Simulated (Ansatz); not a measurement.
# Pd: fixed spin moment, part 1 of 3

Does Pd want a moment, and how stiff is it? The total moment is held at a row of values. The runs shown use PAW.

This is Pd in the bcc structure; at room conditions it is fcc.

Program: Ansatz 0.2.0. Level of theory: DFT, r2SCAN, PAW with Ansatz's default frozen-core files, scalar-relativistic. These are calculated values, not measurements.

## Step 1: The starting structure

Symmetry: Im-3m, No. 229, cubic system. The conventional cell has a = 3.145 Å, b = 3.145 Å, c = 3.145 Å, α = 90.00°, β = 90.00°, γ = 90.00°. Pd (site symmetry m-3m) is surrounded by 8 Pd at 2.72 Å.

Structure file:

```
CELL_PARAMETERS angstrom
-1.57228 1.57228 1.57228
1.57228 -1.57228 1.57228
1.57228 1.57228 -1.57228
ATOMIC_POSITIONS crystal
Pd 0.00000 0.00000 0.00000
```

## Step 2: Free moments from the typed start, PAW

input.yaml reads:

```yaml
crystal:
  lattice:
    - [-1.572281, 1.572281, 1.572281]
    - [1.572281, -1.572281, 1.572281]
    - [1.572281, 1.572281, -1.572281]
  atoms:
    - { symbol: Pd, position: [0.0, 0.0, 0.0], spin: 0.6 }
magnetization:
  spin_polarized: true
kpoints:
  mp_grid: { grid: [13, 13, 13] }
scf:
  occupations: { method: fermi_dirac, width: 0.1 }
  lower_state_search: "off"
hamiltonian:
  xc: r2scan
  pseudopotentials: { kind: paw }
output:
  forces: true
  stress: true
  eigenvalues: true
  populations: true
  dos: { projected: true, de: 0.1, e_range: [-8, 5] }
  write_density: true
  write_potential: true
  elf: true
  volumetric_format: npy
```

Started as:

```console
> ansatz run input.yaml --threads 1 --pin off --max-ram 3072MiB --backend cpu --events-out ev --progress --plain --runs-dir out
```

What it wrote:

```text
Engine: ansatz 0.2.0
Pseudopotentials: kind: paw
Pseudopotential: Pd, paw, valence charge 18, recommended cutoff 500 eV (meta_gga)
Functional definition: r2SCAN
  parameter k0 = 0.174
  parameter k1 = 0.065
  parameter a1 = 4.9479
  exchange = r2scan_x(k0 = k0, k1 = k1, a1 = a1)
  correlation = r2scan_c
Crystal: 1 atoms, lattice volume = 15.547 Å³
Basis set: ecut = 500 eV, 381 PW (Γ), exchange–correlation on 80×80×80 points (64 copies of the dense FFT grid, shifted against one another)
Bands: 14, of which v1, the nominal top of the filled ones, is band 9 counted from 1 (8 counted from 0)
Symmetry: 48 space group operations
Space group: Im-3m (ITA 229), of the structure as read, at distance tolerance 2.5e-5 Å
Magnetic group: BNS 229.140 (UNI 1642), of the structure as read, at distance tolerance 2.5e-5 Å
k-points: 84 of 2197
Non-local potential: Pd, projectors of the file, l = 0: 2, l = 1: 2, l = 2: 2, l = 3: 1
PAW form: soft (Blöchl's): semilocal exchange-correlation on the pseudo side does not see the compensation charge
PAW frozen core: Pd, regenerated for the run's functional (the file was generated under x = pbe(κ = 0.804, μ = 0.2195149727645171), c = pbe(β = 0.06672455060314922))
PAW one-centre angular grid: Pd, 590 points (default); XC on 160 Gauss nodes
Initial density: superposition of atomic densities (chi_scale 0.1, normalization cell)
Starting moments: Σ|m| = 0.6 μB on 1 of 1 site
Initial wavefunctions: pseudopotential atomic-orbital guess
Functional: x = r2scan, c = r2scan; τ floored in thin density (d = 2e-4 eV/Å³)
SCF iter   1: F=-6984.530910 eV  HF=-6986.274146 eV  |F-HF|=1.74e0  |Δ(HF+E_count)|=         —  Δρ=7.99e-2 (↑7.99e-2 ↓5.03e-2)  dr2=2.53e0  dr2_τ=1.47e-2  dr2_m=6.10e-2  M=0.300 μB ∫|m|=0.316 μB  β_m=0.30  ethr=3.10e-3  ⟨swp⟩=5.3  Hψ=13442  notcnv=0
preconditioner: auto → none  [metal: Δε(μ)=0.017 eV  Ē_g=15.852 eV  σ=0.100 eV  W_gap=0.04  n_scr=0 (ndim 8)  ℏωp=29.8 eV  f_vac=0.000  D(μ)=1.16/eV (n_scr^D=12)]
SCF iter   2: F=-6985.684768 eV  HF=-6985.653937 eV  |F-HF|=3.08e-2  |Δ(HF+E_count)|=   6.20e-1  Δρ=2.50e-2 (↑2.50e-2 ↓2.21e-2)  dr2=1.12e-1  dr2_τ=1.23e-2  dr2_m=3.81e-2  M=0.269 μB ∫|m|=0.290 μB  β_m=0.30  ethr=3.10e-3  ⟨swp⟩=2.8  Hψ=6374  notcnv=0  defer=73  κ⁻¹=1.0e0(r=1)
SCF iter   3: F=-6985.702412 eV  HF=-6985.686541 eV  |F-HF|=1.59e-2  |Δ(HF+E_count)|=   3.26e-2  Δρ=1.79e-2 (↑1.51e-2 ↓1.79e-2)  dr2=2.64e-2  dr2_τ=1.24e-3  dr2_m=2.39e-2  M=0.247 μB ∫|m|=0.270 μB  β_m=0.30  ethr=6.23e-4  ⟨swp⟩=2.1  Hψ=4047  notcnv=0  defer=73  κ⁻¹=2.5e-3(r=2)
SCF iter   4: F=-6985.703940 eV  HF=-6985.699981 eV  |F-HF|=3.96e-3  |Δ(HF+E_count)|=   1.34e-2  Δρ=1.21e-2 (↑8.59e-3 ↓1.21e-2)  dr2=2.30e-3  dr2_τ=2.79e-4  dr2_m=1.51e-2  M=0.228 μB ∫|m|=0.253 μB  β_m=0.30  ethr=1.47e-4  ⟨swp⟩=2.8  Hψ=4908  notcnv=0  defer=73  κ⁻¹=3.7e-7(r=3)
SCF iter   5: F=-6985.704770 eV  HF=-6985.703162 eV  |F-HF|=1.61e-3  |Δ(HF+E_count)|=   3.18e-3  Δρ=1.04e-2 (↑6.64e-3 ↓1.04e-2)  dr2=2.99e-3  dr2_τ=1.94e-4  dr2_m=1.01e-2  M=0.211 μB ∫|m|=0.237 μB  β_m=0.30  ethr=1.28e-5  ⟨swp⟩=1.0  Hψ=2951  notcnv=0  defer=73  κ⁻¹=2.1e-7(r=4)
SCF iter   6: F=-6985.704393 eV  HF=-6985.705668 eV  |F-HF|=1.28e-3  |Δ(HF+E_count)|=   2.51e-3  Δρ=9.74e-3 (↑4.65e-3 ↓9.74e-3)  dr2=4.99e-3  dr2_τ=1.66e-4  dr2_m=6.96e-3  M=0.196 μB ∫|m|=0.222 μB  β_m=0.30  ethr=1.28e-5  ⟨swp⟩=1.0  Hψ=2951  notcnv=0  defer=73  κ⁻¹=1.0e-9(r=5)
SCF iter   7: F=-6985.703730 eV  HF=-6985.707355 eV  |F-HF|=3.62e-3  |Δ(HF+E_count)|=   1.69e-3  Δρ=9.65e-3 (↑9.65e-3 ↓4.58e-3)  dr2=9.60e-3  dr2_τ=2.02e-4  dr2_m=5.24e-3  M=0.181 μB ∫|m|=0.206 μB  β_m=0.93  ethr=1.28e-5  ⟨swp⟩=2.0  Hψ=5216  notcnv=0  defer=73
Mixer restart at iter 7: flushing history
spin-set hold released at iteration 7 (site moments contracting): the magnetisation degrees of freedom join the quasi-Newton model from the next iteration; the mixer history was flushed
SCF iter   8: F=-6985.708424 eV  HF=-6985.706397 eV  |F-HF|=2.03e-3  |Δ(HF+E_count)|=   9.57e-4  Δρ=3.54e-3 (↑3.54e-3 ↓2.63e-3)  dr2=7.18e-4  dr2_τ=1.07e-4  dr2_m=7.70e-4  M=0.155 μB ∫|m|=0.181 μB  β_m=1.20  ethr=1.28e-5  ⟨swp⟩=2.1  Hψ=4228  notcnv=0  defer=73  κ⁻¹=1.0e0(r=1)
SCF iter   9: F=-6985.709225 eV  HF=-6985.707182 eV  |F-HF|=2.04e-3  |Δ(HF+E_count)|=   7.85e-4  Δρ=2.11e-3 (↑2.11e-3 ↓1.43e-3)  dr2=2.87e-4  dr2_τ=2.91e-5  dr2_m=2.09e-4  M=0.131 μB ∫|m|=0.153 μB  β_m=1.20  ethr=3.99e-6  ⟨swp⟩=2.2  Hψ=3872  notcnv=0  defer=73  κ⁻¹=2.4e-2(r=2)
SCF iter  10: F=-6985.710027 eV  HF=-6985.708592 eV  |F-HF|=1.43e-3  |Δ(HF+E_count)|=   1.41e-3  Δρ=9.33e-4 (↑8.70e-4 ↓9.33e-4)  dr2=2.79e-5  dr2_τ=6.81e-6  dr2_m=8.74e-5  M=0.099 μB ∫|m|=0.116 μB  β_m=1.20  ethr=1.59e-6  ⟨swp⟩=2.2  Hψ=4455  notcnv=0  defer=73  κ⁻¹=7.3e-3(r=3)
SCF iter  11: F=-6985.710435 eV  HF=-6985.709448 eV  |F-HF|=9.87e-4  |Δ(HF+E_count)|=   8.56e-4  Δρ=6.49e-4 (↑4.53e-4 ↓6.49e-4)  dr2=5.96e-6  dr2_τ=3.30e-6  dr2_m=4.29e-5  M=0.077 μB ∫|m|=0.089 μB  β_m=1.20  ethr=1.55e-7  ⟨swp⟩=2.0  Hψ=3936  notcnv=0  defer=73  κ⁻¹=3.6e-4(r=4)
SCF iter  12: F=-6985.710657 eV  HF=-6985.710106 eV  |F-HF|=5.51e-4  |Δ(HF+E_count)|=   6.58e-4  Δρ=5.16e-4 (↑4.27e-4 ↓5.16e-4)  dr2=1.71e-6  dr2_τ=2.30e-6  dr2_m=3.10e-5  M=0.061 μB ∫|m|=0.071 μB  β_m=1.18  ethr=3.31e-8  ⟨swp⟩=2.0  Hψ=3864  notcnv=0  defer=73  κ⁻¹=5.0e-5(r=5)
SCF iter  13: F=-6985.711011 eV  HF=-6985.711007 eV  |F-HF|=3.53e-6  |Δ(HF+E_count)|=   9.02e-4  Δρ=1.78e-4 (↑1.65e-4 ↓1.78e-4)  dr2=3.34e-7  dr2_τ=2.81e-7  dr2_m=3.94e-6  M=0.008 μB ∫|m|=0.010 μB  β_m=1.20  ethr=9.51e-9  ⟨swp⟩=3.5  Hψ=5133  notcnv=0  defer=73  κ⁻¹=9.7e-6(r=6)
SCF iter  14: F=-6985.710987 eV  HF=-6985.710907 eV  |F-HF|=8.00e-5  |Δ(HF+E_count)|=   1.01e-4  Δρ=9.25e-5 (↑9.25e-5 ↓8.12e-5)  dr2=3.00e-7  dr2_τ=6.83e-8  dr2_m=8.34e-7  M=-0.018 μB ∫|m|=0.021 μB  β_m=0.50  ethr=5.56e-10  ⟨swp⟩=11.4  Hψ=18736  notcnv=0  κ⁻¹=9.0e-6(r=7)
SCF iter  15: F=-6985.711018 eV  HF=-6985.711018 eV  |F-HF|=1.74e-7  |Δ(HF+E_count)|=   1.11e-4  Δρ=3.46e-5 (↑1.67e-5 ↓3.46e-5)  dr2=5.66e-8  dr2_τ=6.20e-9  dr2_m=4.60e-8  M=-0.000 μB ∫|m|=0.000 μB  β_m=1.20  ethr=5.56e-10  ⟨swp⟩=6.4  Hψ=16422  notcnv=0  κ⁻¹=2.2e-6(r=8)
SCF iter  16: F=-6985.711016 eV  HF=-6985.711011 eV  |F-HF|=4.72e-6  |Δ(HF+E_count)|=   6.63e-6  Δρ=2.35e-5 (↑2.35e-5 ↓2.04e-5)  dr2=8.01e-9  dr2_τ=3.65e-9  dr2_m=5.85e-8  M=0.005 μB ∫|m|=0.005 μB  β_m=1.20  ethr=3.14e-10  ⟨swp⟩=5.6  Hψ=14032  notcnv=0  κ⁻¹=1.5e-5(r=8)
SCF iter  17: F=-6985.711017 eV  HF=-6985.711015 eV  |F-HF|=1.79e-6  |Δ(HF+E_count)|=   4.31e-6  Δρ=1.33e-5 (↑1.33e-5 ↓1.10e-5)  dr2=3.09e-9  dr2_τ=9.52e-10  dr2_m=1.71e-8  M=0.003 μB ∫|m|=0.003 μB  β_m=1.20  ethr=4.45e-11  ⟨swp⟩=8.0  Hψ=14407  notcnv=0  κ⁻¹=2.6e-6(r=8)
iter 18 did not close the SCF: its close was put off for a magnetic moment that had not settled (scf_convergence_deferred on its scf_iter line)
SCF iter  18: F=-6985.711018 eV  HF=-6985.711018 eV  |F-HF|=4.83e-8  |Δ(HF+E_count)|=   2.46e-6  Δρ=2.60e-6 (↑2.32e-6 ↓2.60e-6)  dr2=4.80e-11  dr2_τ=5.30e-11  dr2_m=8.01e-10  M=-0.000 μB ∫|m|=0.001 μB  β_m=1.20  ethr=1.72e-11  ⟨swp⟩=8.2  Hψ=14633  notcnv=0  κ⁻¹=1.3e-6(r=8)
iter 19 did not close the SCF: its close was put off for a magnetic moment that had not settled (scf_convergence_deferred on its scf_iter line)
SCF iter  19: F=-6985.711018 eV  HF=-6985.711018 eV  |F-HF|=1.06e-8  |Δ(HF+E_count)|=   5.55e-8  Δρ=1.33e-6 (↑1.17e-6 ↓1.33e-6)  dr2=2.07e-11  dr2_τ=1.35e-11  dr2_m=1.97e-10  M=-0.000 μB ∫|m|=0.000 μB  β_m=1.20  ethr=1.00e-12  ⟨swp⟩=3.5  Hψ=10790  notcnv=0  κ⁻¹=2.7e-7(r=8)
SCF iter  20: F=-6985.711018 eV  HF=-6985.711018 eV  |F-HF|=6.70e-10  |Δ(HF+E_count)|=   1.47e-8  Δρ=3.41e-7 (↑3.41e-7 ↓2.64e-7)  dr2=3.53e-12  dr2_τ=6.85e-13  dr2_m=9.09e-12  M=0.000 μB ∫|m|=0.000 μB  ethr=1.00e-12  ⟨swp⟩=3.3  Hψ=10800  notcnv=0
WARN: the starting moments were not kept: the SCF closed with an absolute magnetisation of 6.4e-5 μB, where they sum to 0.6 μB in size (1 site). That is at most 0.1 of that sum. Measured as dr2_m measures the in/out step, that magnetisation stands 3.2e-9 eV from none, at or under the dr2_threshold of 1.0e-7 eV: it is no larger than a step whose dr2_m would equal this threshold. The system may hold no moment; this SCF shows only that its start led to no more than that. To try another start: raise the starting moments (crystal.atoms[].spin, magnetization.per_species, magnetization.initial_magnetization, or on a non-collinear deck that types none of these the spinor_matrix: blocks that start its atoms; where the total moment is fixed, keep their sum and leave initial_magnetization as it is; typed ones take the place of any that the run laid by itself, positive ones on a crystal's lanthanoids without a Hubbard term where scf.initial_density.shell_occupations: [] is typed) or, if the notice of its spin-set hold's release reads "site moments contracting" or "site moments show no strong build", lengthen the hold (scf.mixing.spin_hold: { on: { confirm: 4 } }; for m-r²SCAN on two components see the key's manual first). Each may lead to a state that holds a moment. A second SCF, from the converged charge density, with the starting moments and any scf.initial_density.shell_occupations laid on it anew, would have followed, and was not run: the deck does not ask for one (magnetization.retry_lost_moments is false, the default). To let it run, set magnetization.retry_lost_moments: true and run the deck again, where that key's refused combinations let it; where memory then withholds it, that run's warning says so.
SCF 1 converged in 20 iterations: F = -6985.711018 eV  dr2 = 3.53e-12
this state was not tested for a lower state beside it, because the mixer in use, unlike msr1, does not test its closes by its own steps (another_mixer; see scf.mixing.algorithm and scf.lower_state_search)
SCF converged after 20 iterations
Magnetization: 0.0001 μB (9.0000 up, 9.0000 down)
Absolute magnetization: 0.0001 μB (∫|ρ↑−ρ↓|, with the PAW one-centre terms)
Spin contamination: 0.0000 ħ² per cell (⟨S²⟩ above its minimum at these occupations)
Per-site moments (μB) at R_I (Å): [(5.976145738072851e-5, 1.123349112507271)]
Free energy (F): -6985.711018 eV
Harris-Foulkes:  -6985.711018 eV  (|F-HF|=6.70e-10)
Internal energy: -6985.671483 eV  (E = F + TS)
E sigma→0 (E₀):  -6985.691250 eV
Entropy (-TS):   -0.039535 eV (-39.535 meV/atom)
Fermi energy:    18.273291 eV
--- Per-component energies (eV) ---
  E_band       = -174.759974
  E_kinetic    = 514.830946
  E_local      = -1827.601915  (includes V_loc(G=0)·N_el)
  E_nonlocal   = 218.010234
  E_hartree    = 741.376636
  E_xc         = -159.842864
  E_vxc        = -231.746872  (∫ρ·V_xc dr)
  E_paw        = -3772.285950  (= ΣΔE_a)
  E_vpaw       = -348.040635  (= ΣTr[D̂ρ^β])
  E_aug_tail   = 0.000115  (compensation charges beyond the density's cutoff)
  E_vtau       = 17.034865  (kinetic-family band-sum trace: ∫τ·v_τ [+ j·A + Jᵃ·Aᵃ] dr)
  E_ewald      = -2699.706598
  E_core_change = -0.452087  (= ΣΔE_core)
  E_smearing   = -0.039535  (= −TS)
  E_closure    = -0.000000  (closes the sum)
  Σ components = -6985.711018   (vs F -6985.711018, Δ=0.00e0)
--- Forces (eV/Å), atoms counted from 1 ---
  atom   1  Pd    -0.00000000     0.00000000     0.00000000
  max |Σ_I F_I| component: 4.93e-32 eV/Å
--- Stress (GPa, compression-positive) ---
       -5.236591      -0.000000       0.000000
        0.000000      -5.236591      -0.000000
        0.000000      -0.000000      -5.236591
  P = ⅓ Tr σ = -5.2366 GPa (-52.366 kbar)
--- Band table (eV; the first three rows and the last of 168) ---
  k-point 0 ↑: bands = ["-67.9873", "-32.6858", "-32.6858", "-32.6858", "11.5415", "15.4432", "15.4432", "15.4432", "17.2846", "17.2846", "38.1822", "38.1822", "38.1822", "46.6201"]
  k-point 1 ↑: bands = ["-67.9844", "-32.7071", "-32.6932", "-32.6857", "11.7661", "15.3714", "15.4478", "15.5979", "17.2032", "17.2901", "38.0091", "38.2017", "38.4388", "44.7209"]
  k-point 2 ↑: bands = ["-67.9765", "-32.7659", "-32.7137", "-32.6854", "12.3852", "15.1776", "15.4650", "16.0441", "17.0465", "17.3092", "37.0226", "37.9179", "39.1562", "43.4631"]
  k-point 83 ↓: bands = ["-67.8996", "-32.9560", "-32.9528", "-32.9528", "13.3237", "13.3445", "18.3276", "18.3276", "18.4044", "27.2482", "28.1390", "28.1390", "35.8740", "36.0592"]
--- Löwdin populations: 1 site ---
  site symbol       q [e]    m [muB]
     0     Pd     17.4202     0.0001
  spilling = 0.032211 (of n_electrons = 18.000000)
```

Run time: 17 s. Hardware: 1 thread of Arm Neoverse V1, shared host; peak memory 0.31 GiB.

In short: total moment 0.00 μB; site moments Pd 0.00 μB; pressure -5.24 GPa; no gap.

States per cell in windows of 1 eV (zero at the Fermi level; grid of 0.10 eV, so sharp peaks spill over the borders):

| from | to | total | Pd 4d |
| --- | --- | --- | --- |
| -7 | -6 | 0.03 | 0.00 |
| -6 | -5 | 0.12 | 0.02 |
| -5 | -4 | 1.64 | 1.49 |
| -4 | -3 | 2.16 | 2.13 |
| -3 | -2 | 1.64 | 1.51 |
| -2 | -1 | 2.04 | 1.98 |
| -1 | 0 | 2.33 | 2.22 |
| 0 | 1 | 0.62 | 0.48 |
| 1 | 2 | 0.23 | 0.05 |
| 2 | 3 | 0.26 | 0.03 |

The fields are shown in the conventional cell of this run's space group, carried over from its grid by interpolation.

Density in a lattice plane of the grid's cell (edges 3.14 and 3.14 Å, at 0.000 of the third edge), which holds Pd.

Ten even steps from ' ' (0.16 e/Å³) to '@' (13.77 e/Å³):
```
@@@@%%##++--..                      ..--++##%%@@
%%%%##++--::                          ::--++##%%
**++++--::..                          ..::--++++
----::::..                              ..::::--
......                                      ....
                                                
                                                
                                                
                                                
                                                
                                                
                                                
                                                
                                                
......                                      ....
----::::..                              ..::::--
**++++--::..                          ..::--++++
%%%%##++--::                          ::--++##%%
@@@@%%##++--..                      ..--++##%%@@
@@@@@@##++--..                      ..--++##@@@@
```
Columns run along the first of these edges and rows up along the second, over one cell in 24 and 20 even steps from the bottom left corner. Atoms in the plane (fractional): Pd at (0.00, 0.00).

ELF in the same plane.

Values, 12 rows by 12 columns:
```
0.36 0.45 0.54 0.45 0.25 0.17 0.15 0.17 0.25 0.45 0.54 0.45
0.54 0.54 0.47 0.32 0.20 0.17 0.17 0.17 0.20 0.32 0.47 0.54
0.52 0.45 0.32 0.21 0.17 0.17 0.18 0.17 0.18 0.20 0.32 0.45
0.29 0.25 0.20 0.17 0.17 0.17 0.17 0.17 0.17 0.18 0.20 0.25
0.17 0.17 0.17 0.17 0.17 0.16 0.15 0.16 0.17 0.17 0.17 0.17
0.15 0.15 0.17 0.18 0.17 0.15 0.15 0.15 0.17 0.18 0.17 0.15
0.17 0.17 0.17 0.17 0.17 0.16 0.15 0.16 0.17 0.17 0.17 0.17
0.29 0.25 0.20 0.18 0.17 0.17 0.17 0.17 0.17 0.17 0.20 0.25
0.52 0.45 0.32 0.20 0.18 0.17 0.18 0.17 0.17 0.21 0.32 0.45
0.54 0.54 0.47 0.32 0.20 0.17 0.17 0.17 0.20 0.32 0.47 0.54
0.36 0.45 0.54 0.45 0.25 0.17 0.15 0.17 0.25 0.45 0.54 0.45
0.20 0.36 0.54 0.52 0.29 0.17 0.15 0.17 0.29 0.52 0.54 0.36
```
Columns run along the first of these edges and rows up along the second, over one cell in 12 and 12 even steps from the bottom left corner. Atoms in the plane (fractional): Pd at (0.00, 0.00).

Both are smooth fields of the valence electrons: close to the nuclei they are not physical.

(Continued in part 2 of 3.)
